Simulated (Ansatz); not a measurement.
CuO:

```
Cu O
1.0
     3.17550    0.00000    0.00000
     0.00000    3.17550    0.00000
     0.00000    0.00000    4.64953
Cu O
2 2
Cartesian
  0.0000 0.0000 0.0000
  1.5877 1.5877 0.0000
  1.5877 0.0000 1.2414
  0.0000 1.5877 3.4081
```

The cell was built by a generator and needn't be a form met in nature.

Base run:

| Property | Result |
| --- | --- |
| Program | Ansatz 0.2.0 |
| Functional | PBE |
| Potentials or basis | Ansatz PAW |
| Cutoff | 420 eV (not typed: the program's choice for these potentials) |
| k mesh | 8 × 8 × 6 |
| Occupations | fermi-dirac, width 0.05 eV |
| Spin | no spin polarisation |

Its results: band gap on the k mesh none (metal or under the smearing width); pressure 16.8 GPa; largest force 0.903 eV/Å.

Question: The run is repeated on the same cell with these changes: functional from PBE to PBEsol; hubbard terms from none to Cu d U = 4.5 eV; hubbard projectors from none to ortho-atomic (the default). What comes out?

Answer: Band gap on the k mesh none (metal or under the smearing width); pressure 11.7 GPa; largest force 0.825 eV/Å.

Several settings changed at once, so the effect can't be laid on one alone.

Caveats: the run has no spin polarisation, though such a crystal can be magnetic; so large a pressure means that the cell lies far from this level's equilibrium, or that cutoff or potentials fall short (some runs); semilocal functionals often make such compounds metallic where correlation or magnetic order opens a gap, which also shifts bond lengths (some runs); U without spin polarisation on a metal has little footing (some runs); the PAW data sets come from PBE, with cores solved anew for the run's functional, which leaves a small shift of forces and pressure (some runs).
